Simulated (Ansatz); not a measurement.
## Enthalpy of formation of some halides

Method: rVV10 (PAW; Ansatz, a program for electronic structure). References are measured values at room or unstated temperature, uncorrected unless marked, so that the deviations hold thermal and zero-point effects besides the level's error. The table is a random draw of 10 from 11 solids with such references.

Values in eV/atom.

```tsv
solid	reference	rVV10	deviation (eV/atom)
CsCl-type TlCl	-1.058	-1.159	-0.101
wurtzite AgI	-0.321	-0.194	+0.127
rock-salt KI	-1.699	-1.517	+0.182
rock-salt KCl	-2.263	-2.170	+0.093
rock-salt RbCl	-2.26	-2.150	+0.110
CsCl-type CsCl	-2.295	-2.203	+0.092
rock-salt LiCl	-2.12	-2.040	+0.080
rock-salt NaI	-1.492	-1.300	+0.192
fluorite SrCl₂	-2.864	-2.756	+0.108
zinc-blende CuI	-0.352	-0.124	+0.228
```

Over these 10 solids the mean deviation is +0.111 eV/atom, the mean absolute deviation 0.131 eV/atom (median 0.109 eV/atom), and the worst case zinc-blende CuI at +0.228 eV/atom; the value is above the reference in 9 of 10 cases. Over all 11, from unrounded values, the mean deviation is +0.118 eV/atom and the mean absolute deviation 0.136 eV/atom (median 0.110 eV/atom).

Spin–orbit coupling is left out, also for the solids with elements from indium on (CsCl-type TlCl, wurtzite AgI, rock-salt KI, CsCl-type CsCl, rock-salt NaI, zinc-blende CuI); its size isn't shown.

Formation is from the elements' reference phases, gases as molecules.

Differences are worked out from the printed values.

The solid named is at each level's own relaxed cell; a reference phase can be a single point on another level's cell. Ansatz's density-functional and Hartree–Fock values are scalar-relativistic unless marked +SOC, with PAW data made under PBE.

Not in this set, of the halides with a reference value in our tables and a result at some level: 46 for no value at rVV10 (not run, a failed fit, an unstable or unbound cell, or a value held back for tests); 32 for a reference of another kind, counted apart; 5 for a doubt noted on the run at rVV10; 1 for a high-temperature or high-pressure phase; 1 for a structure that the level left (rVV10). These can be a level's best or worst cases. At least 24 more with a reference value are held back for tests. Solids without a released value at any level aren't counted. Sums of energies from LAMMPS, tight-binding programs and other DFT programs aren't taken. Layered and molecular crystals are counted apart.

References as tabulated in Wang et al. (2021), doi:10.1038/s41598-021-94550-5; NASA TM-4513; Zhang et al. (2018), doi:10.1038/s41524-018-0065-z; Friedrich et al. (2018), arXiv:1811.08952.
